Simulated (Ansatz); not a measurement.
Here is an Ansatz 0.2.0 calculation.

Contents of input.yaml:

```yaml
crystal:
  lattice:
    - [-1.8921, 1.8921, 4.7573]
    - [1.8921, -1.8921, 4.7573]
    - [1.8921, 1.8921, -4.7573]
  atoms:
    - { symbol: Ti, position: [0.75, 0.25, 0.5] }
    - { symbol: Ti, position: [0.0, 0.0, 0.0] }
    - { symbol: O, position: [0.7919, 0.7919, 0.0] }
    - { symbol: O, position: [0.5419, 0.0419, 0.5] }
    - { symbol: O, position: [0.9581, 0.4581, 0.5] }
    - { symbol: O, position: [0.2081, 0.2081, 0.0] }
hamiltonian:
  xc: pbesol
  pseudopotentials: { kind: paw }
  hubbard: { sites: [{ species: Ti, l: d, u_eff: 6.0 }] }
kpoints:
  mp_grid: { grid: [10, 10, 10] }
  band_path:
    path:
      - [[0.0, 0.0, 0.0], [-0.5, 0.5, 0.0], [-0.5, 0.5, -0.0790928267], [-0.2895464134, 0.2895464134, -0.2895464134], [0.0, 0.0, 0.0], [0.5, 0.5, -0.5], [0.2895464134, 0.7104535866, -0.7104535866], [0.0, 0.5, -0.5], [-0.25, 0.75, -0.25], [0.0790928267, 0.9209071733, -0.5], [0.5, 0.5, -0.5]]
      - [[-0.5, 0.5, 0.0], [-0.25, 0.75, -0.25]]
    npoints: 14
scf:
  occupations: { method: fermi_dirac, width: 0.05 }
  n_extra_bands: 15
output:
  forces: true
  stress: true
  eigenvalues: true
  fatbands: false
```

Potentials or basis: Ansatz PAW.

Run with:

```console
$ ansatz run input.yaml --threads 2 --pin off --max-ram 5120MiB --backend cpu --events-out ev --progress --plain --runs-dir out
```

Task: Estimate the pressure.

Result: 4.4 GPa.

Task: Estimate the largest force.

Result: 0.060 eV/Å.

Task: What does it give for the band gap along the path?

Result: 2.90 eV, indirect (least direct gap 3.29 eV).

Task: Predict the band gap on the k mesh.

Result: 2.91 eV, indirect (least direct gap 3.29 eV).

Eigenvalues of the final occupation matrices:
| site | spin | trace | eigenvalues |
| --- | --- | --- | --- |
| site 1 | 1 | 1.02 | 0.14 0.14 0.16 0.29 0.30 |
| site 2 | 1 | 1.02 | 0.14 0.14 0.16 0.29 0.30 |

Caveat: the pressure holds a Pulay correction of +0.7 GPa for the finite cutoff; the PAW data sets come from PBE, with cores solved anew for the run's functional, which leaves a small shift of forces and pressure.
